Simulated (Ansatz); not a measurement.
## MgTe, space group P6_3mc: a supercell folding check

Computed with Ansatz 0.2.0, Python API.

`mgte_fold.py`
```python
import ansatz as az
from ase import Atoms

FILLING = "Fixed"
EXTRA_BANDS = 2
XC = "pbe"
CUTOFF = 630

atoms = Atoms(
    ["Mg", "Mg", "Te", "Te"],
    scaled_positions=[
        (1 / 3, 2 / 3, 0.0),
        (2 / 3, 1 / 3, 0.5),
        (1 / 3, 2 / 3, 0.385),
        (2 / 3, 1 / 3, 0.885),
    ],
    cell=[
        (4.52, 0.0, 0.0),
        (-2.26, 3.914435, 0.0),
        (0.0, 0.0, 7.33),
    ],
    pbc=True,
)
system = az.Crystal.from_ase(atoms)

mesh = (4, 4, 2)
rows = []
for repeats in [(1, 1, 1), (1, 1, 2)]:
    calculation = (
        system.supercell(*repeats).calculation()
        .occupations(FILLING)
        .scf(extra_bands=EXTRA_BANDS)
        .pseudopotentials("paw")
        .functional(XC)
        .basis(CUTOFF)
        .kpoints(*(k // n for k, n in zip(mesh, repeats)))
    )
    report = calculation.run(threads=1, backend="cpu").report
    n = len(report["lattice"]["sites"])
    rows.append((repeats, n, report["free_energy_ev"] / n, report["fermi_energy_ev"], report["n_kpoints"], report["n_symmetry_ops"]))
print("       repeats           atoms       F/atom eV  Fermi level eV        k-points  symmetry operations")
for row in rows:
    print(f"{str(row[0]):>14s}  {row[1]:14d}  {row[2]:14.5f}  {row[3]:14.4f}  {row[4]:14d}  {row[5]:19d}")
```

Output of `python mgte_fold.py`:
```text
       repeats           atoms       F/atom eV  Fermi level eV        k-points  symmetry operations
     (1, 1, 1)               4     -4452.73779          4.8261               8                   12
     (1, 1, 2)               8     -4452.73778          4.8261               4                   24
```

Notes:
- The settings weren't tested for convergence.
- With fixed filling the reported Fermi level is the top filled level among the k-points of the SCF.
- The structure is a deposited one; some such entries were measured under pressure or heat, so a shift against it needn't be the functional's error alone.
- The count of operations in a supercell holds its pure translations too, and an uneven repeat can lower the point group.
- Hardware and time: 8.9 s on 1 thread of Arm Neoverse V1, with other jobs on the host, peak memory 0.59 GiB.

(Lines on the test bed's own set-up are left out of the output.)
